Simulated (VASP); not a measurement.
# Sn (I4/mmm) in VASP: notebook

One crystal, Sn, is run at these levels: PBEsol; tasks: single point.

Program: VASP 6.6.1. These are calculated values, not measurements. Logs are shortened: lines on timing, memory, paths and dates and some standing lists are left out, and cuts for length are marked.

### 1 The cell of the first run

Symmetry: I4/mmm, No. 139, tetragonal system. Conventional cell: a = 3.505 Å, b = 3.505 Å, c = 3.789 Å, α = 90.00°, β = 90.00°, γ = 90.00°. Sn (site symmetry 4/mmm) has 12 Sn at 3.12 to 3.51 Å as nearest neighbours.

This isn't the form of Sn at room conditions, which is tetragonal (white tin).

### 2 Single point, PBEsol (strain -0.0750 x Voigt [1, 1, 0, 0, 0, 0], atoms carried along)

The input, INCAR:

```
ALGO = Fast
EDIFF = 1E-7
ENCUT = 520
GGA = PS
ISIF = 2
ISMEAR = 0
LASPH = T
LCHARG = F
LREAL = F
LWAVE = F
NBANDS = 13
NELM = 100
PREC = Accurate
SIGMA = 0.15
```

The input, KPOINTS:

```
k-points
0
Gamma
  18 18 18
```

The input, POSCAR:

```
Sn
1.0
   -1.7525529328      1.7525529328      1.8946518192
    1.7525529328     -1.7525529328      1.8946518192
    1.7525529328      1.7525529328     -1.8946518192
Sn
1
Direct
    0.0000000000      0.0000000000      0.0000000000
```

Potentials or basis: VASP PAW PBE potentials, release 64 (Sn_d).

On the command line:

```bash
> cat potpaw_PBE.64/Sn_d/POTCAR > POTCAR
> mpirun -np 1 vasp_std > vasp.out
```

OUTCAR:

```text
EDIFF = 1E-7
   ENCUT = 520
   GGA = PS
   ISIF = 2
   ISMEAR = 0
   LASPH = T
   LREAL = F
   NELM = 100
   PREC = Accurate

 ion  position               nearest neighbor table
   1  0.000  0.000  0.000-

  LATTYP: Found a body centered tetragonal cell.
 ALAT       =     3.5051058656
 C/A-ratio  =     1.0810810811

  Lattice vectors:

 A1 = (  -1.7525529328,   1.7525529328,   1.8946518192)
 A2 = (   1.7525529328,  -1.7525529328,   1.8946518192)
 A3 = (   1.7525529328,   1.7525529328,  -1.8946518192)

Analysis of symmetry for initial positions (statically):
=====================================================================
 Subroutine PRICEL returns:
 Original cell was already a primitive cell.

 Routine SETGRP: Setting up the symmetry group for a
 body centered tetragonal supercell.

 Subroutine GETGRP returns: Found 16 space group operations
 (whereof 16 operations were pure point group operations)
 out of a pool of 16 trial point group operations.

The static configuration has the point symmetry D_4h.

Analysis of symmetry for dynamics (positions and initial velocities):
=====================================================================
 Subroutine PRICEL returns:
 Original cell was already a primitive cell.

 Routine SETGRP: Setting up the symmetry group for a
 body centered tetragonal supercell.

 Subroutine GETGRP returns: Found 16 space group operations
 (whereof 16 operations were pure point group operations)
 out of a pool of 16 trial point group operations.

The dynamic configuration has the point symmetry D_4h.

 Subroutine INISYM returns: Found 16 space group operations
 (whereof 16 operations are pure point group operations),
 and found     1 'primitive' translations

----------------------------------------------------------------------------------------

                                     Primitive cell

  volume of cell :      23.2773

  direct lattice vectors                    reciprocal lattice vectors
    -1.752552933  1.752552933  1.894651819     0.000000000  0.285298088  0.263900731
     1.752552933 -1.752552933  1.894651819     0.285298088  0.000000000  0.263900731
     1.752552933  1.752552933 -1.894651819     0.285298088  0.285298088  0.000000000

  length of vectors
     3.119709775  3.119709775  3.119709775     0.388636841  0.388636841  0.403472425

  position of ions in fractional coordinates (direct lattice)
     0.000000000  0.000000000  0.000000000

  ion indices of the primitive-cell ions
   primitive index   ion index
                 1           1

----------------------------------------------------------------------------------------

 KPOINTS: k-points

Automatic generation of k-mesh.
 Grid dimensions read from file:
 generate k-points for:   18   18   18

 Generating k-lattice:

  Cartesian coordinates                     Fractional coordinates (reciprocal lattice)
     0.000000000  0.015849894  0.014661152     0.055555556 -0.000000000  0.000000000
     0.015849894  0.000000000  0.014661152    -0.000000000  0.055555556  0.000000000
     0.015849894  0.015849894  0.000000000     0.000000000  0.000000000  0.055555556

  Length of vectors
     0.021590936  0.021590936  0.022415135

  Shift w.r.t. Gamma in fractional coordinates (k-lattice)
     0.000000000  0.000000000  0.000000000

 Subroutine IBZKPT returns following result:
 ===========================================

 Found    480 irreducible k-points:

 Following reciprocal coordinates:
            Coordinates               Weight
  0.000000  0.000000  0.000000      1.000000
  0.055556  0.000000 -0.000000      8.000000
  0.111111  0.000000 -0.000000      8.000000
  0.166667  0.000000 -0.000000      8.000000
  0.222222  0.000000  0.000000      8.000000
  0.277778  0.000000 -0.000000      8.000000
[... 16 lines left out ...]
 -0.277778  0.055556  0.000000     16.000000
 -0.222222  0.055556 -0.000000     16.000000
 [... further k-points ...]
   k-points           NKPTS =    480   k-points in BZ     NKDIM =    480   number of bands    NBANDS=     13
   number of dos      NEDOS =    301   number of ions     NIONS =      1
   total plane-waves  NPLWV =  13824
   dimension x,y,z NGX =    24 NGY =   24 NGZ =   24
   dimension x,y,z NGXF=    48 NGYF=   48 NGZF=   48
   ions per type =               1
   NGX,Y,Z   is equivalent  to a cutoff of  12.79, 12.79, 12.79 a.u.
   NGXF,Y,Z  is equivalent  to a cutoff of  25.58, 25.58, 25.58 a.u.
 SYSTEM =  unknown system
   PREC   = accura    normal or accurate (medium, high low for compatibility)
   ISTART =      0    job   : 0-new  1-cont  2-samecut
   ICHARG =      2    charge: 1-file 2-atom 10-const
   ISPIN  =      1    spin polarized calculation?
   LNONCOLLINEAR =      F non collinear calculations
   LSORBIT =      F    spin-orbit coupling
   LASPH  =      T    aspherical Exc in radial PAW
   ENCUT  =  520.0 eV  38.22 Ry    6.18 a.u.   5.80  5.80  5.80*2*pi/ulx,y,z
   NELM   =    100;   NELMIN=  2; NELMDL= -5     # of ELM steps
   EDIFF  = 0.1E-06   stopping-criterion for ELM
   LREAL  =      F    real-space projection
   EDIFFG = 0.1E-05   stopping-criterion for IOM
   NSW    =      0    number of steps for IOM
   IBRION =     -1    ionic relax: 0-MD 1-quasi-New 2-CG
   NFREE  =      0    steps in history (QN), initial steepest desc. (CG)
   ISIF   =      2    stress and relaxation
   ISYM   =      2    0-nonsym 1-usesym 2-fastsym
   POTIM  = 0.5000    time-step for ionic-motion
   TEBEG  =    0.0;   TEEND  =   0.0 temperature during run
   PSTRESS=    0.0 pullay stress
   NELECT =      14.0000    total number of electrons
   NUPDOWN=      -1.0000    fix difference up-down
   EMIN   =  10.00;   EMAX   =-10.00  energy-range for DOS
   EFERMI =   0.00;   METHOD = LEGACY
   ISMEAR =     0;   SIGMA  =   0.15  broadening in eV -4-tet -1-fermi 0-gaus
   EFERMI_NEDOS =   21; number of points for ismear=-14 and -15
   IALGO  =     68    algorithm
   IMIX   =      4    mixing-type and parameters
     AMIX     =   0.40;   BMIX     =  1.00
     AMIX_MAG =   1.60;   BMIX_MAG =  1.00
  volume/ion in A,a.u.               =      23.28       157.08
  Fermi-wavevector in a.u.,A,eV,Ry     =   1.381890  2.611394 25.981974  1.909621
  Thomas-Fermi vector in A             =   2.506633
   LORBIT       =      0    0 simple, 1 ext, 2 COOP (PROOUT), +10 PAW based schemes
   GGA     = PS    functional components
   LHFCALC =     F    Hartree Fock is set to
   AEXX    =    0.0000 exact exchange contribution
   IVDW    =     0    specifies the selected vdW correction
   LEPSILON=     F    determine dielectric tensor
   LRPA    =     F    only Hartree local field effects (RPA)
 non-spin polarized calculation
 RMM-DIIS sequential band-by-band and
 Gauss-broadening in eV      SIGMA  =   0.15
  energy-cutoff  :      520.00
  volume of cell :       23.28
 maximum number of plane-waves:       646
   NGX = 11   NGY = 11   NGZ = 11

 number of electron      14.0000007 magnetization

 Free energy of the ion-electron system (eV)
  ---------------------------------------------------
  ext. energy  EPLUGINS =         0.00000000
  ---------------------------------------------------
  free energy    TOTEN  =        -4.16529094 eV

  energy without entropy =       -4.16033434  energy(sigma->0) =       -4.16281264

 E-fermi :   9.9536     XC(G=0): -11.2534

 val. band max:        9.9440839591   @ k =  -0.4444   0.5000   0.4444
 cond. band min:       9.9544841725   @ k =  -0.2222   0.3333   0.1667
 fundamental gap:      0.0104002135
 Fermi energy:         9.9536212806

 k-point     1 :       0.0000    0.0000    0.0000
  band No.  band energies     occupation
      1     -11.6311      2.00000
      2     -11.6311      2.00000
      3     -11.5954      2.00000
      4     -11.4355      2.00000
      5     -11.3827      2.00000
      6      -2.3772      2.00000
      7      19.1058      0.00000
      8      19.4907      0.00000
      9      19.4907      0.00000
     10      21.7002      0.00000
     11      22.9898      0.00000
     12      22.9903      0.00000
     13      23.4311      0.00000

 k-point     2 :       0.0556    0.0000   -0.0000
  band No.  band energies     occupation
      1     -11.6278      2.00000
      2     -11.6275      2.00000
      3     -11.5913      2.00000
      4     -11.4368      2.00000
      5     -11.3845      2.00000
      6      -2.3024      2.00000
      7      18.4293      0.00000
      8      19.1569      0.00000
      9      19.2174      0.00000
     10      21.3443      0.00000
     11      22.5411      0.00000
     12      22.6143      0.00000
     13      23.8856      0.00000

 k-point     3 :       0.1111    0.0000   -0.0000
  band No.  band energies     occupation
      1     -11.6260      2.00000
      2     -11.6188      2.00000
      3     -11.5706      2.00000
      4     -11.4407      2.00000
      5     -11.3889      2.00000
      6      -2.0775      2.00000
      7      16.6203      0.00000
      8      18.4036      0.00000
      9      18.8929      0.00000
     10      21.0395      0.00000
     11      21.8305      0.00000
     12      22.1390      0.00000
     13      24.2460      0.00000
[... 305 lines left out ...]
 k-point    23 :      -0.2778    0.0556    0.0000
  band No.  band energies     occupation
      1     -11.6468      2.00000
      2     -11.5954      2.00000
      3     -11.4512      2.00000
      4     -11.4459      2.00000
      5     -11.3998      2.00000
      6      -0.7637      2.00000
      7      11.4986      0.00000
      8      15.9295      0.00000
      9      17.1497      0.00000
     10      20.5490      0.00000
     11      20.7234      0.00000
     12      21.8174      0.00000
     13      26.1089      0.00000

 k-point    24 :      -0.2222    0.0556   -0.0000
  band No.  band energies     occupation
      1     -11.6360      2.00000
      2     -11.6038      2.00000
      3     -11.5003      2.00000
      4     -11.4452      2.00000
      5     -11.3975      2.00000
      6      -1.3754      2.00000
      7      13.4851      0.00000
      8      16.7489      0.00000
      9      17.6798      0.00000
     10      20.8467      0.00000
     11      20.9771      0.00000
     12      21.7921      0.00000
     13      25.4137      0.00000

 [... further k-points ...]

------------------------ aborting loop because EDIFF is reached ----------------------------------------

  FORCE on cell =-STRESS in cart. coord.  units (eV):
  Direction    XX          YY          ZZ          XY          YZ          ZX
  --------------------------------------------------------------------------------------
  -------------------------------------------------------------------------------------
  Total        1.2597661      1.2597661      1.2998585      0.0000000      0.0000000      0.0000000
  in kB       86.7099226     86.7099226     89.4694951      0.0000000      0.0000000      0.0000000
  external PRESSURE =      87.6297801 kB  Pullay stress =       0.0000000 kB

 VOLUME and BASIS-vectors are now :
 -----------------------------------------------------------------------------
  energy-cutoff  :      520.00
  volume of cell :       23.28
      direct lattice vectors                 reciprocal lattice vectors
    -1.752552933  1.752552933  1.894651819     0.000000000  0.285298088  0.263900731
     1.752552933 -1.752552933  1.894651819     0.285298088  0.000000000  0.263900731
     1.752552933  1.752552933 -1.894651819     0.285298088  0.285298088  0.000000000

 POSITION                                       TOTAL-FORCE (eV/Angst)
 -----------------------------------------------------------------------------------
      0.00000      0.00000      0.00000        -0.000000      0.000000      0.000000
 -----------------------------------------------------------------------------------
    total drift:                               -0.000000      0.000000     -0.000000

  FREE ENERGIE OF THE ION-ELECTRON SYSTEM (eV)
  ---------------------------------------------------
  free  energy   TOTEN  =        -4.1652909406 eV

  energy  without entropy=       -4.1603343390  energy(sigma->0) =       -4.16281264
```

It took 59 s on 1 thread of Intel Xeon Platinum 8488C (Sapphire Rapids), shared host; peak memory 0.24 GiB.

What came out:

```yaml
Free_energy: -4.1653 eV
Pressure: 8.8 GPa
Band_gap_on_the_k_mesh: none (metal or under the smearing width)
```

Levels at points of the mesh, in eV from the Fermi level:
```
           k point  band 5  band 6  band 7  band 8  band 9  band 10
(0.00, 0.00, 0.00)  -21.34  -12.33    9.15    9.54    9.54    11.75
(0.50, 0.00, 0.00)  -21.23   -6.79   -5.36    4.57    6.45     9.34
(0.50, 0.50, 0.00)  -21.21   -6.20   -5.10    3.47    4.97     7.98
(0.50, 0.50, 0.50)  -21.25   -1.78   -1.73   -0.10   -0.10     3.69
```

Caveat: the PAW data sets were made with another functional, which shifts forces and pressure a little.

### 3 Single point, PBEsol (strain -0.1500 x Voigt [1, 1, 0, 0, 0, 0], atoms carried along)

The input, INCAR:

```
ALGO = Fast ; EDIFF = 1E-7
ENCUT = 520 ; GGA = PS
ISIF = 2 ; ISMEAR = 0
LASPH = True ; LCHARG = True
LELF = True ; LREAL = False
LVHAR = True ; LWAVE = False
NBANDS = 13 ; NELM = 100
PREC = Accurate ; SIGMA = 0.15
```

KPOINTS is that of step 2.

The input, POSCAR:

```
Sn
1.0
   -1.6104540463      1.6104540463      1.8946518192
    1.6104540463     -1.6104540463      1.8946518192
    1.6104540463      1.6104540463     -1.8946518192
Sn
1
Direct
    0.0000000000      0.0000000000      0.0000000000
```

Potentials or basis: VASP PAW PBE potentials, release 64 (Sn_d).

On the command line:

```bash
> cat potpaw_PBE.64/Sn_d/POTCAR > POTCAR
> mpirun -np 1 vasp_std > vasp.out
```

Run time: 96 s. Hardware: 1 thread of Intel Xeon Platinum 8488C (Sapphire Rapids), shared host; peak memory 0.23 GiB.

It converged, with:

```
Free energy            : -3.7239 eV
Pressure               : 32.5 GPa
Band gap on the k mesh : none (metal or under the smearing width)
```

Stress tensor (GPa, compression positive):
```
33.57  0.00  0.00
 0.00 33.57  0.00
 0.00  0.00 30.46
```

Levels at points of the mesh, in eV from the Fermi level:
```
           k point  band 5  band 6  band 7  band 8  band 9  band 10
(0.00, 0.00, 0.00)  -21.57  -14.02   10.52   10.92   10.92    11.18
(0.50, 0.00, 0.00)  -21.41   -7.34   -6.63    5.89    7.47    10.71
(0.50, 0.50, 0.00)  -21.36   -5.99   -5.90    3.18    4.20     7.67
(0.50, 0.50, 0.50)  -21.41   -3.41   -1.85    0.41    0.41     4.39
```

Caveat: so large a pressure means that the cell lies far from this level's equilibrium, or that cutoff or potentials fall short; the potentials were made for another functional, which shifts forces and pressure.
